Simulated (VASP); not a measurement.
Wanted: the native input for a VASP 6.6.1 run.

```yaml
Task: relaxation of cell and atoms
Functional: AM05
Potentials_or_basis: VASP PAW PBE potentials, release 64 (As, Ga_d)
Cutoff: 600 eV
k_mesh: 8 × 8 × 8
Occupations: fermi-dirac, width 0.05 eV
Spin: no spin polarisation
Further_INCAR_settings: ALGO = Normal; EDIFF = 1e-07; IBRION = 2; EDIFFG = -0.01; NSW = 60; ISIF = 3
```

The structure of GaAs lies in POSCAR:

```
GaAs
1.0
    0.0000000000      2.8268500000      2.8268500000
    2.8268500000      0.0000000000      2.8268500000
    2.8268500000      2.8268500000      0.0000000000
As Ga
1 1
Direct
    0.7500000000      0.7500000000      0.7500000000
    0.0000000000      0.0000000000      0.0000000000
```

These files were run (other wordings do the same):

INCAR

```
PREC = Accurate ; ENCUT = 600
EDIFF = 1E-7 ; ISMEAR = -1
SIGMA = 0.05 ; LREAL = False
LASPH = True ; NELM = 80
ALGO = Normal ; ISIF = 3
LWAVE = False ; LCHARG = False
GGA = AM ; IBRION = 2
NSW = 60 ; EDIFFG = -0.01
```

KPOINTS

```
Automatic mesh
0
Gamma
  8 8 8
```

Potentials or basis: VASP PAW PBE potentials, release 64 (As, Ga_d).

Run with:

```bash
$ cat potpaw_PBE.64/As/POTCAR potpaw_PBE.64/Ga_d/POTCAR > POTCAR
$ mpirun -np 1 vasp_std > vasp.out
```

It gave:

The relaxed volume is 22.79 Å³/atom. The relaxed cell is a = 4.009 Å, b = 4.009 Å, c = 4.009 Å, α = 60.00°, β = 60.00°, γ = 60.00°, the space group after relaxing (to 0.05 Å) is F-43m (No. 216) and the energy gained by relaxing is 0.4 meV/atom. The ionic steps are 3, the pressure after relaxing is 0.0 GPa and the band gap on the k mesh is 0.45 eV, direct.

Caveat: the PAW data sets were made with another functional, which shifts forces and pressure a little.

It took 37 s on 1 thread of Intel(R) Xeon(R) Platinum 8488C (Sapphire Rapids), on a shared host, peak memory 0.2 GiB.
